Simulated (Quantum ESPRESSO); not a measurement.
# Cu (Fm-3m) in Quantum ESPRESSO: settings compared, part 2 of 2

Quantum ESPRESSO 7.5. Earlier steps stand in the parts before.

**4. Single point, LDA, 11.34 Å³/atom**

pw.in reads:

```
&CONTROL
  calculation = 'scf'
  prefix = 'pwscf'
  outdir = './tmp'
  pseudo_dir = './pseudo'
  tprnfor = .true.
  tstress = .true.
  disk_io = 'nowf'
/
&SYSTEM
  ibrav = 0
  nat = 1
  ntyp = 1
  ecutwfc = 56
  ecutrho = 448
  nbnd = 16
  occupations = 'smearing'
  smearing = 'fd'
  degauss = 0.00367493
/
&ELECTRONS
  conv_thr = 2d-10
  electron_maxstep = 120
  mixing_beta = 0.5
/
ATOMIC_SPECIES
Cu    63.5460 cu_lda_v1.2.uspp.F.UPF
CELL_PARAMETERS angstrom
   0.0000000000    1.7830713297    1.7830713297
   1.7830713297    0.0000000000    1.7830713297
   1.7830713297    1.7830713297    0.0000000000
ATOMIC_POSITIONS crystal
Cu     0.0000000000    0.0000000000    0.0000000000
K_POINTS automatic
13 13 13 0 0 0
```

Started as:

```console
OMP_NUM_THREADS=1 mpirun -n 2 pw.x -nk 2 -in pw.in > pw.out
```

It took 8.3 s on 2 MPI ranks of Arm Neoverse V2, shared host; peak memory 0.18 GiB.

It converged, with:

| Item | Value |
| --- | --- |
| Free energy | -5490.5799 eV |
| Pressure | -6.9 GPa |
| Band gap on the k mesh | none (metal or under the smearing width) |

**5. Single point, LDA, 11.57 Å³/atom**

pw.in: that of step 4 with these lines changed.

```diff
@@ -28,5 +28,5 @@
 CELL_PARAMETERS angstrom
-   0.0000000000    1.7830713297    1.7830713297
-   1.7830713297    0.0000000000    1.7830713297
-   1.7830713297    1.7830713297    0.0000000000
+   0.0000000000    1.7953687620    1.7953687620
+   1.7953687620    0.0000000000    1.7953687620
+   1.7953687620    1.7953687620    0.0000000000
 ATOMIC_POSITIONS crystal
```

Started as:

```console
OMP_NUM_THREADS=1 mpirun -n 2 pw.x -nk 2 -in pw.in > pw.out
```

Wall time 9.4 s (2 MPI ranks of Arm Neoverse V2, shared host); peak memory 0.18 GiB.

Results (log left out):

```yaml
Free_energy: -5490.5683 eV
Pressure: -9.9 GPa
Band_gap_on_the_k_mesh: none (metal or under the smearing width)
```

**6. Single point, LDA, 11.81 Å³/atom**

pw.in: that of step 5 with these lines changed.

```diff
@@ -28,5 +28,5 @@
 CELL_PARAMETERS angstrom
-   0.0000000000    1.7953687620    1.7953687620
-   1.7953687620    0.0000000000    1.7953687620
-   1.7953687620    1.7953687620    0.0000000000
+   0.0000000000    1.8075000000    1.8075000000
+   1.8075000000    0.0000000000    1.8075000000
+   1.8075000000    1.8075000000    0.0000000000
 ATOMIC_POSITIONS crystal
```

Potentials or basis: GBRV 1.5 LDA.

Started as:

```console
OMP_NUM_THREADS=1 mpirun -n 2 pw.x -nk 2 -in pw.in > pw.out
```

Run time: 9.8 s. Hardware: 2 MPI ranks of Arm Neoverse V2, shared host; peak memory 0.18 GiB.

It converged, with:

```yaml
Free_energy: -5490.5524 eV
Pressure: -12.6 GPa
Band_gap_on_the_k_mesh: none (metal or under the smearing width)
```

**7. Single point, LDA, 12.05 Å³/atom**

pw.in: that of step 6 with these lines changed.

```diff
@@ -28,5 +28,5 @@
 CELL_PARAMETERS angstrom
-   0.0000000000    1.8075000000    1.8075000000
-   1.8075000000    0.0000000000    1.8075000000
-   1.8075000000    1.8075000000    0.0000000000
+   0.0000000000    1.8194705475    1.8194705475
+   1.8194705475    0.0000000000    1.8194705475
+   1.8194705475    1.8194705475    0.0000000000
 ATOMIC_POSITIONS crystal
```

Started as:

```console
OMP_NUM_THREADS=1 mpirun -n 2 pw.x -nk 2 -in pw.in > pw.out
```

Run time: 9.8 s. Hardware: 2 MPI ranks of Arm Neoverse V2, shared host; peak memory 0.18 GiB.

Results (log left out):

```yaml
Free_energy: -5490.5329 eV
Pressure: -14.9 GPa
Band_gap_on_the_k_mesh: none (metal or under the smearing width)
```

**8. Single point, LDA, 12.28 Å³/atom**

pw.in: that of step 7 with these lines changed.

```diff
@@ -28,5 +28,5 @@
 CELL_PARAMETERS angstrom
-   0.0000000000    1.8194705475    1.8194705475
-   1.8194705475    0.0000000000    1.8194705475
-   1.8194705475    1.8194705475    0.0000000000
+   0.0000000000    1.8312856224    1.8312856224
+   1.8312856224    0.0000000000    1.8312856224
+   1.8312856224    1.8312856224    0.0000000000
 ATOMIC_POSITIONS crystal
```

Started as:

```console
OMP_NUM_THREADS=1 mpirun -n 2 pw.x -nk 2 -in pw.in > pw.out
```

It took 9.9 s on 2 MPI ranks of Arm Neoverse V2, shared host; peak memory 0.18 GiB.

Results (log left out):

| Property | Result |
| --- | --- |
| Free energy | -5490.5102 eV |
| Pressure | -16.9 GPa |
| Band gap on the k mesh | none (metal or under the smearing width) |

**9. Single point, LDA, 12.52 Å³/atom**

pw.in: that of step 8 with these lines changed.

```diff
@@ -28,5 +28,5 @@
 CELL_PARAMETERS angstrom
-   0.0000000000    1.8312856224    1.8312856224
-   1.8312856224    0.0000000000    1.8312856224
-   1.8312856224    1.8312856224    0.0000000000
+   0.0000000000    1.8429501765    1.8429501765
+   1.8429501765    0.0000000000    1.8429501765
+   1.8429501765    1.8429501765    0.0000000000
 ATOMIC_POSITIONS crystal
```

Potentials or basis: GBRV 1.5 LDA.

Started as:

```console
OMP_NUM_THREADS=1 mpirun -n 2 pw.x -nk 2 -in pw.in > pw.out
```

Wall time 11 s (2 MPI ranks of Arm Neoverse V2, shared host); peak memory 0.18 GiB.

It converged, with:

| Item | Value |
| --- | --- |
| Free energy | -5490.4845 eV |
| Pressure | -18.8 GPa |
| Band gap on the k mesh | none (metal or under the smearing width) |

**10. Equation of state, LDA**

This step only gathers the single runs of the series.

Results:

```
Equilibrium volume : 10.92 Å³/atom (rough: see the caveat)
Bulk modulus       : 186 GPa (rough)
```

Energy against volume, from the lowest point:
```tsv
volume (Å³/atom)	energy (meV/atom)
11.102	0.00
11.338	6.83
11.574	18.41
11.810	34.24
12.047	53.75
12.283	76.52
12.519	102.20
```

Caveat: the minimum lies outside the volumes run.

**11. The reference run**

An earlier run on the cell as given: functional PBEsol; potentials or basis GBRV 1.5 PBEsol; cutoff 762 eV; density cutoff 6095 eV; k mesh 13 × 13 × 13; occupations fermi-dirac, width 0.05 eV; no spin polarisation.

- Pressure: -6.6 GPa
- Band gap on the k mesh: none (metal or under the smearing width)

**12. Overview**

```csv
task,level,potentials or basis,form of the LDA correlation,gap on the mesh (eV),pressure (GPa)
band structure,PBEsol,GBRV 1.5 PBEsol,-,none,-6.6
equation of state,LDA,GBRV 1.5 LDA,PZ81,-,-
single point,PBEsol,GBRV 1.5 PBEsol,-,none,-6.6
```

Alike in all rows: no spin polarisation; cell as given; k mesh 13 × 13 × 13; cutoff (eV) 762; smearing fermi-dirac 0.05 eV.

Caveats: the minimum lies outside the volumes run (some runs).

Absolute energies hang on the potentials; compare differences alone.
